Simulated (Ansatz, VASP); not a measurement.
# AlN: VASP beside Ansatz

The input INCAR:

```
SYSTEM = AlN
PREC = Accurate ; ENCUT = 520
EDIFF = 1E-8 ; ISMEAR = -1
SIGMA = 0.02 ; LREAL = .False.
LASPH = .True. ; NELM = 80
ALGO = Normal ; ISIF = 2
LWAVE = .False. ; LCHARG = .False.
GGA = CA ; LEFG = .True.
NBANDS = 11
```

KPOINTS

```
Automatic mesh
0
Gamma
  10 10 10
  0 0 0
```

File POSCAR:

```
AlN
1.0
    0.0000000000      2.0167941628      2.0167941628
    2.0167941628      0.0000000000      2.0167941628
    2.0167941628      2.0167941628      0.0000000000
Al N
1 1
Direct
    0.0000000000      0.0000000000      0.0000000000
    0.5000000000      0.5000000000      0.5000000000
```

Input for Ansatz:

```yaml
crystal:
  lattice:
    - [0.0, 2.0167941628, 2.0167941628]
    - [2.0167941628, 0.0, 2.0167941628]
    - [2.0167941628, 2.0167941628, 0.0]
  atoms:
    - { symbol: Al, position: [0.0, 0.0, 0.0] }
    - { symbol: "N", position: [0.5, 0.5, 0.5] }
kpoints:
  mp_grid: { grid: [10, 10, 10] }
scf:
  occupations: { method: fermi_dirac, width: 0.02 }
hamiltonian:
  xc: lda
  pseudopotentials: { kind: all_electron, datasets: crystal }
output:
  forces: true
  stress: true
  eigenvalues: true
  efg: { contact_densities: true }
```

Change from the starting cell: volume scaled by 1.06, crystal datasets.

Alike in both runs: task electric field gradients; functional LDA; k mesh 10 × 10 × 10; occupations fermi-dirac, width 0.02 eV; no spin polarisation.

|  | VASP | Ansatz |
| --- | --- | --- |
| version | VASP 6.6.1 | Ansatz 0.2.0 |
| potentials or method | VASP PAW LDA potentials, release 64 (Al, N) | all-electron PAW with datasets made for the crystal, scalar-relativistic |
| plane-wave cutoff (eV) | 520 | see its input |

|  | VASP | Ansatz | Ansatz less VASP |
| --- | --- | --- | --- |
| gap on the k mesh at the Fermi level (eV) | 4.53 | 4.53 | -0.004 |
| pressure (GPa) | -3.9 | -4.5 | -0.53 |
| Vzz of the field gradient on the site that differs most (V/Å²) | 0.0 | 0.0 | 0.00 |

Ansatz ran all-electron here, so the differences hold the error of VASP's frozen core and of both bases.

A k mesh can miss the band edges.
